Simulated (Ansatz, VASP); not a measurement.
# Pt in VASP and in Ansatz

```xyz
1
Lattice="0.0000 1.8992 1.8992 1.9579 -0.0587 1.9579 1.9579 1.9579 -0.0587" Properties=species:S:1:pos:R:3 pbc="T T T"
Pt    0.0000    0.0000    0.0000
```

Change from the starting cell: strain -0.0600 x Voigt [0, 0, 0, 1, 0, 0], atoms carried along.

Alike in both runs: task single point; functional PBEsol; k mesh 20 × 20 × 20; occupations gaussian, width 0.15 eV; no spin polarisation.

|  | VASP | Ansatz |
| --- | --- | --- |
| version | VASP 6.6.1 | Ansatz 0.2.0 |
| potentials or method | VASP PAW PBE potentials, release 64 (Pt) | scalar-relativistic, plane waves, PAW |
| plane-wave cutoff (eV) | 520 | 420 |
| valence electrons in the cell | 10 | 18 |

|  | VASP | Ansatz | Ansatz less VASP |
| --- | --- | --- | --- |
| gap on the k mesh at the Fermi level (eV) | none | none | - |
| pressure (GPa) | 1.2 | 1.7 | +0.43 |
| largest component of the traceless stress (GPa) | 5.31 | 5.27 | -0.040 |

A gap of «none» marks a metal or a gap that the smearing closes. The two sets of potentials don't hold the same shells in valence.

Caveats: the PAW data sets were made with another functional, which shifts forces and pressure a little (VASP). Spin-orbit coupling is left out, which matters for the levels of Pt.
